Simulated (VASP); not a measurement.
Runs of VASP 6.6.1 on Zn. Symmetry: Fm-3m, No. 225, cubic system. The conventional cell has a = 3.930 Å, b = 3.930 Å, c = 3.930 Å, α = 90.00°, β = 90.00°, γ = 90.00°. Around Zn (site symmetry m-3m) lie 12 Zn at 2.78 Å. This isn't the form of Zn at room conditions, which is hcp.

```tsv
level	potentials or basis	spin	cell	k mesh	smearing	gap on the mesh (eV)	pressure (GPa)
PBE	VASP PAW PBE potentials, release 64 (Zn)	off	volume scaled by 1.04	12 × 12 × 12	fermi-dirac 0.05 eV	none	(a)
PBE	VASP PAW PBE potentials, release 64 (Zn)	off	as given	12 × 12 × 12	fermi-dirac 0.05 eV	none	0.1
PBE	VASP PAW PBE potentials, release 64 (Zn)	off	volume scaled by 1.02	12 × 12 × 12	fermi-dirac 0.05 eV	none	-1.1
r2SCAN	VASP PAW PBE potentials, release 64 (Zn)	off	as given	16 × 16 × 16	gaussian 0.1 eV	none	(b)
PBE	VASP PAW PBE potentials, release 64 (Zn)	off	as given	10 × 10 × 10	gaussian 0.1 eV	none	-0.1
PBE	VASP PAW PBE potentials, release 64 (Zn)	off	volume scaled by 0.94	12 × 12 × 12	fermi-dirac 0.05 eV	none	5.1
LDA	VASP PAW LDA potentials, release 64 (Zn)	non-collinear, typed start	volume scaled by 0.8	9 × 9 × 9	fermi-dirac 0.01 eV	none	16.2
```

Alike in all rows: task single point; cutoff (eV) 520.

Task: Estimate the missing entries.

Result: (a) -2.2; (b) -4.3.

Caveats: the PAW data sets were made with another functional, which shifts forces and pressure a little (some runs); so large a pressure means that the cell lies far from this level's equilibrium, or that cutoff or potentials fall short (some runs).

A gap of «none» marks a metal or a gap under the smearing width.
